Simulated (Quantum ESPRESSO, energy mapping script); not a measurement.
# MnS (Browneite): exchange couplings from total energies (isotropic strain to volume × 1.06), part 2 of 2

How strongly do the moments of MnS (Browneite) couple under PBE+U (4 eV), QE, GBRV? The plan is to run several orders and fit a Heisenberg model.

PBE with U = 4 eV on Mn d, ortho-atomic projectors; plane waves, U on orthogonalised atomic orbitals unless named otherwise, collinear spin, no spin–orbit coupling.

So far. Step 3 (Order 2: compensated +−, cell A of 4 atoms): The run ends antiferromagnetic, 75.30 meV a magnetic atom below the parallel order of its cell. Step 4 (Parallel start in cell B (4 atoms)): The run ends ferromagnetic. For each magnetic atom its energy differs from the parallel run of the first cell by -0.88 meV, an error that one common reference would have brought in.

**5. Run 4 (compensated +−; cell B, 4 atoms)**

Level of this step: PBE with U = 4 eV on Mn d, ortho-atomic projectors, GBRV potentials (Quantum ESPRESSO).

This order reverses 6 of the 12 neighbours at 4.04 Å, 6 of the 6 neighbours at 5.71 Å and 12 of the 24 neighbours at 6.99 Å, counted for an average magnetic atom.

pw.in reads:

```
&control
  calculation = 'scf'
  prefix = 'pw'
  outdir = './tmp/'
  pseudo_dir = './pseudo/'
  verbosity = 'low'
/
&system
  ibrav = 0
  nat = 4
  ntyp = 3
  ecutwfc = 45
  ecutrho = 360
  nbnd = 33
  occupations = 'smearing'
  smearing = 'fd'
  degauss = 0.00367493
  nspin = 2
  starting_magnetization(1) = 0.3000
  starting_magnetization(2) = -0.3000
/
&electrons
  conv_thr = 1.0e-08
  electron_maxstep = 120
  mixing_beta = 0.3
  mixing_mode = 'plain'
/
ATOMIC_SPECIES
  Mn1 54.9380 Mn.upf
  Mn2 54.9380 Mn.upf
  S 32.0600 S.upf
CELL_PARAMETERS angstrom
  0.00000000 -2.85491590 -2.85491590
  -2.85491590 0.00000000 -2.85491590
  2.85491590 2.85491590 -5.70983181
ATOMIC_POSITIONS crystal
  Mn1 0.50000000 0.50000000 0.50000000
  Mn2 0.00000000 0.00000000 0.00000000
  S 0.12500000 0.12500000 0.62500000
  S 0.62500000 0.62500000 0.12500000
K_POINTS automatic
  6 6 6 0 0 0
HUBBARD {ortho-atomic}
U Mn1-3d 4
U Mn2-3d 4
```

Launch:

```sh
> OMP_NUM_THREADS=1 mpirun -n 8 pw.x -nk 8 -in pw.in > pw.out
```

Log:

```text
[banner, memory and clock lines left out]
Program PWSCF v.7.5 starts
[...]
unit-cell volume          =     628.1112 (a.u.)^3
     number of atoms/cell      =            4
[...]
number of electrons       =        42.00
     number of Kohn-Sham states=           33
     kinetic-energy cutoff     =      45.0000  Ry
     charge density cutoff     =     360.0000  Ry
[...]
The total energy is F=E-TS. E is the sum of the following terms:
     one-electron contribution =    -323.43549731 Ry
     hartree contribution      =     171.57332233 Ry
     xc contribution           =     -70.33278578 Ry
     ewald contribution        =    -248.56259477 Ry
     Hubbard energy            =       0.08554679 Ry
     total magnetization       =    -0.00 Bohr mag/cell
     absolute magnetization    =     9.79 Bohr mag/cell
     convergence has been achieved in  12 iterations
[key lines of the parts left out:]
!    total energy              =    -470.67200874 Ry
the Fermi energy is     6.9464 ev
```

Wall time 21 s (8 MPI ranks of Arm Neoverse V2, shared host); peak memory 1.2 GiB.

The run ends antiferromagnetic, 57.77 meV a magnetic atom below the parallel order of its cell.

**6. Parallel start in cell C (6 atoms)**

The parallel order again, as the reference for this cell.

pw.in reads:

```
&control
  calculation = 'scf'
  prefix = 'pw'
  outdir = './tmp/'
  pseudo_dir = './pseudo/'
  verbosity = 'low'
/
&system
  ibrav = 0
  nat = 6
  ntyp = 2
  ecutwfc = 45
  ecutrho = 360
  nbnd = 54
  occupations = 'smearing'
  smearing = 'fd'
  degauss = 0.00367493
  nspin = 2
  starting_magnetization(1) = 0.3000
/
&electrons
  conv_thr = 1.5e-08
  electron_maxstep = 120
  mixing_beta = 0.3
  mixing_mode = 'plain'
/
ATOMIC_SPECIES
  Mn 54.9380 Mn.upf
  S 32.0600 S.upf
CELL_PARAMETERS angstrom
  0.00000000 -2.85491590 -2.85491590
  -5.70983181 0.00000000 0.00000000
  2.85491590 5.70983181 -2.85491590
ATOMIC_POSITIONS crystal
  Mn 0.66666667 0.66666667 0.33333333
  Mn 0.33333333 0.33333333 0.66666667
  Mn 0.00000000 0.00000000 0.00000000
  S 0.16666667 0.41666667 0.33333333
  S 0.83333333 0.08333333 0.66666667
  S 0.50000000 0.75000000 0.00000000
K_POINTS automatic
  6 6 6 0 0 0
HUBBARD {ortho-atomic}
U Mn-3d 4
```

Log:

```text
[banner, memory and clock lines left out]
Program PWSCF v.7.5 starts
[...]
unit-cell volume          =     942.1668 (a.u.)^3
     number of atoms/cell      =            6
[...]
number of electrons       =        63.00
     number of Kohn-Sham states=           54
     kinetic-energy cutoff     =      45.0000  Ry
     charge density cutoff     =     360.0000  Ry
[...]
The total energy is F=E-TS. E is the sum of the following terms:
     one-electron contribution =    -485.06052867 Ry
     hartree contribution      =     257.32255668 Ry
     xc contribution           =    -105.52845367 Ry
     ewald contribution        =    -372.84389190 Ry
     Hubbard energy            =       0.11496119 Ry
     total magnetization       =    15.00 Bohr mag/cell
     absolute magnetization    =    15.00 Bohr mag/cell
     convergence has been achieved in  11 iterations
[key lines of the parts left out:]
!    total energy              =    -705.99535637 Ry
the Fermi energy is     6.9910 ev
```

Wall time 68 s (8 MPI ranks); peak memory 1.8 GiB.

The run ends ferromagnetic. For each magnetic atom its energy differs from the parallel run of the first cell by -1.25 meV, an error that one common reference would have brought in.

**7. Uncompensated ++− start in cell C (6 atoms)**

This order reverses 6.67 of the 12 neighbours at 4.04 Å, 2.67 of the 6 neighbours at 5.71 Å and 8 of the 24 neighbours at 6.99 Å, counted for an average magnetic atom.

Changes to pw.in since step 6:

```diff
@@ -10,6 +10,6 @@
   nat = 6
-  ntyp = 2
+  ntyp = 3
   ecutwfc = 45
   ecutrho = 360
-  nbnd = 54
+  nbnd = 49
   occupations = 'smearing'
@@ -19,2 +19,3 @@
   starting_magnetization(1) = 0.3000
+  starting_magnetization(2) = -0.3000
 /
@@ -27,3 +28,4 @@
 ATOMIC_SPECIES
-  Mn 54.9380 Mn.upf
+  Mn1 54.9380 Mn.upf
+  Mn2 54.9380 Mn.upf
   S 32.0600 S.upf
@@ -34,5 +36,5 @@
 ATOMIC_POSITIONS crystal
-  Mn 0.66666667 0.66666667 0.33333333
-  Mn 0.33333333 0.33333333 0.66666667
-  Mn 0.00000000 0.00000000 0.00000000
+  Mn1 0.66666667 0.66666667 0.33333333
+  Mn1 0.33333333 0.33333333 0.66666667
+  Mn2 0.00000000 0.00000000 0.00000000
   S 0.16666667 0.41666667 0.33333333
@@ -43,2 +45,3 @@
 HUBBARD {ortho-atomic}
-U Mn-3d 4
+U Mn1-3d 4
+U Mn2-3d 4
```

Log:

```text
[banner, memory and clock lines left out]
Program PWSCF v.7.5 starts
[...]
unit-cell volume          =     942.1668 (a.u.)^3
     number of atoms/cell      =            6
[...]
number of electrons       =        63.00
     number of Kohn-Sham states=           49
     kinetic-energy cutoff     =      45.0000  Ry
     charge density cutoff     =     360.0000  Ry
[...]
The total energy is F=E-TS. E is the sum of the following terms:
     one-electron contribution =    -485.16757133 Ry
     hartree contribution      =     257.36779975 Ry
     xc contribution           =    -105.49567842 Ry
     ewald contribution        =    -372.84389190 Ry
     Hubbard energy            =       0.12990203 Ry
     total magnetization       =     5.00 Bohr mag/cell
     absolute magnetization    =    14.66 Bohr mag/cell
     convergence has been achieved in  12 iterations
[key lines of the parts left out:]
!    total energy              =    -706.00943987 Ry
the Fermi energy is     6.9134 ev
```

Elapsed: 72 s, on 8 MPI ranks; peak memory 1.8 GiB.

The run ends ferrimagnetic, 63.87 meV a magnetic atom below the parallel order of its cell.

**8. Run 7 (parallel; cell D, 6 atoms)**

A new cell needs its own zero of energy.

This run holds the same structure in another cell (b 5.710 → 4.037 Å, c 6.993 → 9.890 Å, α 114.1 → 90.0°, β 106.8 → 90.0°, γ 90.0 → 120.0°).

pw.in reads:

```
&control
  calculation = 'scf'
  prefix = 'pw'
  outdir = './tmp/'
  pseudo_dir = './pseudo/'
  verbosity = 'low'
/
&system
  ibrav = 0
  nat = 6
  ntyp = 2
  ecutwfc = 45
  ecutrho = 360
  nbnd = 54
  occupations = 'smearing'
  smearing = 'fd'
  degauss = 0.00367493
  nspin = 2
  starting_magnetization(1) = 0.3000
/
&electrons
  conv_thr = 1.5e-08
  electron_maxstep = 120
  mixing_beta = 0.3
  mixing_mode = 'plain'
/
ATOMIC_SPECIES
  Mn 54.9380 Mn.upf
  S 32.0600 S.upf
CELL_PARAMETERS angstrom
  0.00000000 2.85491590 2.85491590
  -2.85491590 0.00000000 -2.85491590
  -5.70983181 -5.70983181 5.70983181
ATOMIC_POSITIONS crystal
  Mn 0.00000000 0.00000000 0.00000000
  Mn 0.33333333 0.66666667 0.66666667
  Mn 0.66666667 0.33333333 0.33333333
  S 0.33333333 0.66666667 0.91666667
  S 0.66666667 0.33333333 0.58333333
  S 0.00000000 0.00000000 0.25000000
K_POINTS automatic
  6 6 3 0 0 0
HUBBARD {ortho-atomic}
U Mn-3d 4
```

Log:

```text
[banner, memory and clock lines left out]
Program PWSCF v.7.5 starts
[...]
unit-cell volume          =     942.1668 (a.u.)^3
     number of atoms/cell      =            6
[...]
number of electrons       =        63.00
     number of Kohn-Sham states=           54
     kinetic-energy cutoff     =      45.0000  Ry
     charge density cutoff     =     360.0000  Ry
[...]
The total energy is F=E-TS. E is the sum of the following terms:
     one-electron contribution =    -485.06170293 Ry
     hartree contribution      =     257.32420559 Ry
     xc contribution           =    -105.52883881 Ry
     ewald contribution        =    -372.84389204 Ry
     Hubbard energy            =       0.11495318 Ry
     total magnetization       =    15.00 Bohr mag/cell
     absolute magnetization    =    15.00 Bohr mag/cell
     convergence has been achieved in  11 iterations
[key lines of the parts left out:]
!    total energy              =    -705.99527502 Ry
the Fermi energy is     6.9845 ev
```

Elapsed: 33 s, on 8 MPI ranks; peak memory 1.4 GiB.

The run ends ferromagnetic. For each magnetic atom its energy differs from the parallel run of the first cell by -0.88 meV, an error that one common reference would have brought in.

**9. Uncompensated ++− start in cell D (6 atoms)**

This order reverses 4 of the 12 neighbours at 4.04 Å, 4 of the 6 neighbours at 5.71 Å and 12 of the 24 neighbours at 6.99 Å, counted for an average magnetic atom.

Changes to pw.in since step 8:

```diff
@@ -10,6 +10,6 @@
   nat = 6
-  ntyp = 2
+  ntyp = 3
   ecutwfc = 45
   ecutrho = 360
-  nbnd = 54
+  nbnd = 49
   occupations = 'smearing'
@@ -19,2 +19,3 @@
   starting_magnetization(1) = 0.3000
+  starting_magnetization(2) = -0.3000
 /
@@ -27,3 +28,4 @@
 ATOMIC_SPECIES
-  Mn 54.9380 Mn.upf
+  Mn1 54.9380 Mn.upf
+  Mn2 54.9380 Mn.upf
   S 32.0600 S.upf
@@ -34,5 +36,5 @@
 ATOMIC_POSITIONS crystal
-  Mn 0.00000000 0.00000000 0.00000000
-  Mn 0.33333333 0.66666667 0.66666667
-  Mn 0.66666667 0.33333333 0.33333333
+  Mn1 0.00000000 0.00000000 0.00000000
+  Mn1 0.33333333 0.66666667 0.66666667
+  Mn2 0.66666667 0.33333333 0.33333333
   S 0.33333333 0.66666667 0.91666667
@@ -43,2 +45,3 @@
 HUBBARD {ortho-atomic}
-U Mn-3d 4
+U Mn1-3d 4
+U Mn2-3d 4
```

Log:

```text
[banner, memory and clock lines left out]
Program PWSCF v.7.5 starts
[...]
unit-cell volume          =     942.1668 (a.u.)^3
     number of atoms/cell      =            6
[...]
number of electrons       =        63.00
     number of Kohn-Sham states=           49
     kinetic-energy cutoff     =      45.0000  Ry
     charge density cutoff     =     360.0000  Ry
[...]
The total energy is F=E-TS. E is the sum of the following terms:
     one-electron contribution =    -485.12691422 Ry
     hartree contribution      =     257.35137036 Ry
     xc contribution           =    -105.50863266 Ry
     ewald contribution        =    -372.84389204 Ry
     Hubbard energy            =       0.12414924 Ry
     total magnetization       =     5.00 Bohr mag/cell
     absolute magnetization    =    14.77 Bohr mag/cell
     convergence has been achieved in  12 iterations
[key lines of the parts left out:]
!    total energy              =    -706.00391933 Ry
the Fermi energy is     6.9813 ev
```

Elapsed: 34 s, on 8 MPI ranks; peak memory 1.6 GiB; 4.5 min of CPU time.

The run ends ferrimagnetic, 39.20 meV a magnetic atom below the parallel order of its cell.

**10. Order 9: parallel, cell E of 6 atoms**

The parallel order again, as the reference for this cell.

This run holds the same structure in another cell (c 9.890 → 9.028 Å, α 90.0 → 102.9°, β 90.0 → 102.9°, γ 120.0 → 90.0°).

pw.in reads:

```
&control
  calculation = 'scf'
  prefix = 'pw'
  outdir = './tmp/'
  pseudo_dir = './pseudo/'
  verbosity = 'low'
/
&system
  ibrav = 0
  nat = 6
  ntyp = 2
  ecutwfc = 45
  ecutrho = 360
  nbnd = 54
  occupations = 'smearing'
  smearing = 'fd'
  degauss = 0.00367493
  nspin = 2
  starting_magnetization(1) = 0.3000
/
&electrons
  conv_thr = 1.5e-08
  electron_maxstep = 120
  mixing_beta = 0.3
  mixing_mode = 'plain'
/
ATOMIC_SPECIES
  Mn 54.9380 Mn.upf
  S 32.0600 S.upf
CELL_PARAMETERS angstrom
  0.00000000 2.85491590 2.85491590
  0.00000000 2.85491590 -2.85491590
  -8.56474771 -2.85491590 0.00000000
ATOMIC_POSITIONS crystal
  Mn 0.00000000 0.00000000 0.00000000
  Mn 0.33333333 0.33333333 0.66666667
  Mn 0.66666667 0.66666667 0.33333333
  S 0.41666667 0.91666667 0.83333333
  S 0.75000000 0.25000000 0.50000000
  S 0.08333333 0.58333333 0.16666667
K_POINTS automatic
  6 6 6 0 0 0
HUBBARD {ortho-atomic}
U Mn-3d 4
```

Log:

```text
[banner, memory and clock lines left out]
Program PWSCF v.7.5 starts
[...]
unit-cell volume          =     942.1668 (a.u.)^3
     number of atoms/cell      =            6
[...]
number of electrons       =        63.00
     number of Kohn-Sham states=           54
     kinetic-energy cutoff     =      45.0000  Ry
     charge density cutoff     =     360.0000  Ry
[...]
The total energy is F=E-TS. E is the sum of the following terms:
     one-electron contribution =    -485.06087153 Ry
     hartree contribution      =     257.32307365 Ry
     xc contribution           =    -105.52858456 Ry
     ewald contribution        =    -372.84389211 Ry
     Hubbard energy            =       0.11495899 Ry
     total magnetization       =    15.00 Bohr mag/cell
     absolute magnetization    =    15.00 Bohr mag/cell
     convergence has been achieved in  11 iterations
[key lines of the parts left out:]
!    total energy              =    -705.99531557 Ry
the Fermi energy is     6.9922 ev
```

Run time: 48 s. Hardware: 8 MPI ranks; peak memory 1.4 GiB; 6.3 min of CPU time.

The run ends ferromagnetic. For each magnetic atom its energy differs from the parallel run of the first cell by -1.07 meV, an error that one common reference would have brought in.

**11. Order 10: uncompensated ++−, cell E of 6 atoms**

This order reverses 5.33 of the 12 neighbours at 4.04 Å, 1.33 of the 6 neighbours at 5.71 Å and 16 of the 24 neighbours at 6.99 Å, counted for an average magnetic atom.

Changes to pw.in since step 10:

```diff
@@ -10,6 +10,6 @@
   nat = 6
-  ntyp = 2
+  ntyp = 3
   ecutwfc = 45
   ecutrho = 360
-  nbnd = 54
+  nbnd = 49
   occupations = 'smearing'
@@ -19,2 +19,3 @@
   starting_magnetization(1) = 0.3000
+  starting_magnetization(2) = -0.3000
 /
@@ -27,3 +28,4 @@
 ATOMIC_SPECIES
-  Mn 54.9380 Mn.upf
+  Mn1 54.9380 Mn.upf
+  Mn2 54.9380 Mn.upf
   S 32.0600 S.upf
@@ -34,5 +36,5 @@
 ATOMIC_POSITIONS crystal
-  Mn 0.00000000 0.00000000 0.00000000
-  Mn 0.33333333 0.33333333 0.66666667
-  Mn 0.66666667 0.66666667 0.33333333
+  Mn1 0.00000000 0.00000000 0.00000000
+  Mn1 0.33333333 0.33333333 0.66666667
+  Mn2 0.66666667 0.66666667 0.33333333
   S 0.41666667 0.91666667 0.83333333
@@ -43,2 +45,3 @@
 HUBBARD {ortho-atomic}
-U Mn-3d 4
+U Mn1-3d 4
+U Mn2-3d 4
```

Log:

```text
[banner, memory and clock lines left out]
Program PWSCF v.7.5 starts
[...]
unit-cell volume          =     942.1668 (a.u.)^3
     number of atoms/cell      =            6
[...]
number of electrons       =        63.00
     number of Kohn-Sham states=           49
     kinetic-energy cutoff     =      45.0000  Ry
     charge density cutoff     =     360.0000  Ry
[...]
The total energy is F=E-TS. E is the sum of the following terms:
     one-electron contribution =    -485.14789084 Ry
     hartree contribution      =     257.36051461 Ry
     xc contribution           =    -105.50235658 Ry
     ewald contribution        =    -372.84389211 Ry
     Hubbard energy            =       0.12700563 Ry
     total magnetization       =     5.00 Bohr mag/cell
     absolute magnetization    =    14.72 Bohr mag/cell
     convergence has been achieved in  12 iterations
[key lines of the parts left out:]
!    total energy              =    -706.00661929 Ry
the Fermi energy is     6.8282 ev
```

Wall time 49 s (8 MPI ranks); peak memory 1.5 GiB; 6.5 min of CPU time.

The run ends ferrimagnetic, 51.27 meV a magnetic atom below the parallel order of its cell.

**12. Mapping onto a Heisenberg model**

Each energy difference is a sum of couplings weighted by the pairs that the order reverses. A few near shells are fitted to the differences by least squares. Energies are those extrapolated to zero occupation width, not the free energies F.

Energies from the parallel order of the same cell:

| order | atoms | energy (meV a magnetic atom) | moments (μB) | moments kept as typed | opposed neighbours at 4.04, 5.71, 6.99 Å |
| --- | --- | --- | --- | --- | --- |
| parallel in cell A | 4 | 0.00 | 4.42 | yes | 0, 0, 0 |
| compensated +− in cell A | 4 | -75.30 | 4.36 | yes | 8, 0, 16 |
| parallel in cell B | 4 | 0.00 | 4.42 | yes | 0, 0, 0 |
| compensated +− in cell B | 4 | -57.77 | 4.37 | yes | 6, 6, 12 |
| parallel in cell C | 6 | 0.00 | 4.42 | yes | 0, 0, 0 |
| uncompensated ++− in cell C | 6 | -63.87 | 4.34 to 4.38 | yes | 6.67, 2.67, 8 |
| parallel in cell D | 6 | 0.00 | 4.42 | yes | 0, 0, 0 |
| uncompensated ++− in cell D | 6 | -39.20 | 4.37 to 4.40 | yes | 4, 4, 12 |
| parallel in cell E | 6 | 0.00 | 4.42 | yes | 0, 0, 0 |
| uncompensated ++− in cell E | 6 | -51.27 | 4.36 to 4.39 | yes | 5.33, 1.33, 16 |

The Heisenberg fit (each pair counts twice, positive J is ferromagnetic):

| pair | distance (Å) | neighbours | J (meV) |
| --- | --- | --- | --- |
| Mn–Mn | 4.04 | 12 | -4.68 |
| Mn–Mn | 5.71 | 6 | -0.120 |
| Mn–Mn | 6.99 | 24 | -0.0232 |

Adding the shell at 8.07 Å gives -4.7, -0.11, -0.020 and -0.057 meV and a mean-field temperature of 143 K.

In mean field these couplings order at 142 K, and give a Curie–Weiss temperature of -445 K.

**13. Finite temperature**

Mean field ignores fluctuations and overstates the ordering temperature, so the model is also sampled. The heat capacity peaks where order sets in.

Classical unit spins with these couplings on 8×8×4 copies of a cell that holds the lowest order (512 spins), heat-bath sweeps, cooled from random directions, 1009 sweeps to settle and 3027 measured at each temperature, averaged over 8 runs.

| T (K) | order along the lowest pattern | net moment | heat capacity (k_B a spin) |
| --- | --- | --- | --- |
| 17.0 | 0.21 | 0.01 | 1.00 |
| 29.1 | 0.18 | 0.01 | 1.09 |
| 47.1 | 0.18 | 0.01 | 1.86 |
| 59.2 | 0.12 | 0.01 | 1.09 |
| 71.3 | 0.09 | 0.01 | 0.86 |
| 89.4 | 0.08 | 0.02 | 0.65 |
| 101 | 0.07 | 0.02 | 0.56 |
| 114 | 0.07 | 0.02 | 0.49 |
| 126 | 0.07 | 0.02 | 0.43 |
| 144 | 0.06 | 0.02 | 0.37 |
| 156 | 0.06 | 0.02 | 0.33 |

The smoothed heat capacity peaks at 45.2 K. The order column follows one pattern alone; equivalent domains or another pattern share the rest.

**14. Beside the first set of runs**

The first set of orders, under PBE+U (4 eV), QE, GBRV, isotropic strain to volume × 1, took 42 min of CPU time summed over its finished orders (seed run apart), these 50 min.

| quantity | this set | first set |
| --- | --- | --- |
| J at 4.04 Å (3.96 Å in the first set), meV | -4.68 | -6.47 |
| J at 5.71 Å (5.60 Å in the first set), meV | -0.120 | -0.183 |
| J at 6.99 Å (6.86 Å in the first set), meV | -0.0232 | -0.0373 |
| ordering temperature, mean field, K | 142 | 195 |
| heat-capacity peak, Monte Carlo, K | 45.2 | 62.4 |

The coupling that led in the first set goes from -6.47 to -4.68 meV.

**15. What came out**

```
lowest order tried                    : compensated +− in cell A
largest fitted value, Mn–Mn at 4.04 Å : -4.68 meV
ordering temperature, mean field      : 142 K
heat-capacity peak, Monte Carlo       : 45.2 K
```

What this shows: Of the orders tried, MnS (Browneite) (isotropic strain to volume × 1.06) prefers the order “compensated +− in cell A” under PBE+U (4 eV), QE, GBRV, with 8 of 12 neighbours at 4.04 Å, 0 of 6 neighbours at 5.71 Å and 16 of 24 neighbours at 6.99 Å opposed, and the heat capacity of the fitted model peaks near 45 K (Monte Carlo, classical spins). The model's best pattern is not among the orders that were run. The largest fitted coupling is the Mn–Mn pair at 4.04 Å, antiferromagnetic at -4.7 meV, across a ligand at about 109°. The orders also reverse pairs at 8.07 Å, which are not fitted, so the fitted values hold their part too. With 5 differences for 3 couplings the fit misses by 0.44 meV at most, a small part of the spread. In the fitted orders moments change by up to 1.7 % against the parallel run of the same cell, so their size stays put. Monte Carlo puts the peak at 0.32 of the mean-field temperature, low enough to point to frustration or weakly coupled layers or chains. In tests on simple cubic and body-centred models such peaks lay 5 to 6 % under the bulk value. On cooling, the order along the one computed pattern stays at or under 0.23: the model settles in an equivalent domain, a degenerate mixture or another order. The Curie–Weiss temperature is 9.8 times the peak temperature in size, a mark of frustration. The parallel order holds 5 μB a magnetic atom, spin 2.5; the common factor (S+1)/S would raise the classical 45.2 K to 63.3 K, a correction that often overshoots.

[Logs and program files are shortened in this print: banners, set-up blocks, solver, clock and traceback lines can be left out without a mark of their own.]

[Logs are printed without paths, hosts, clocks, repeated set-up lines and the standing remarks that a program may print on its own settings, such as how far it seeks lower states.]

[Hosts, paths, dates, database ids (printed as entryN), source tags and the programs' standing remarks are cut or masked in the printed files.]

[Where a cell is said to come from a database of computed structures, the database is the Materials Project.]
